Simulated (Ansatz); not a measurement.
**MgTe in Ansatz: the effect of functional**

MgTe:

```xyz
2
Lattice="0.0000 3.2320 3.2320 3.2320 0.0000 3.2320 3.2320 3.2320 0.0000" Properties=species:S:1:pos:R:3 pbc="T T T"
Te    1.6160    1.6160    1.6160
Mg    0.0000    0.0000    0.0000
```

The cell comes from a database or a generator and needn't be the stable form of this composition.

Alike in all runs:

```yaml
Program: Ansatz 0.2.0
Task: single point
Potentials_or_basis: all-electron PAW datasets made for the crystal
k_mesh: 4 × 4 × 4
Occupations: fermi-dirac, width 0.05 eV
Spin: no spin polarisation
```

```csv
functional,cutoff,gap on the mesh (eV),pressure (GPa)
PBE,220 eV (chosen from the basis error),2.41,0.9
HSE06,250 eV (chosen from the basis error),3.28,0.1
PBE0,250 eV (chosen from the basis error),?,?
```

Problem. What does the run with functional PBE0 give?

Solution. gap on the mesh 3.94 eV; pressure 0.1 GPa.

Caveats: all runs use coarse meshes; spin-orbit coupling is left out, which moves the levels of the heavy elements.

A k mesh can miss the band edges.
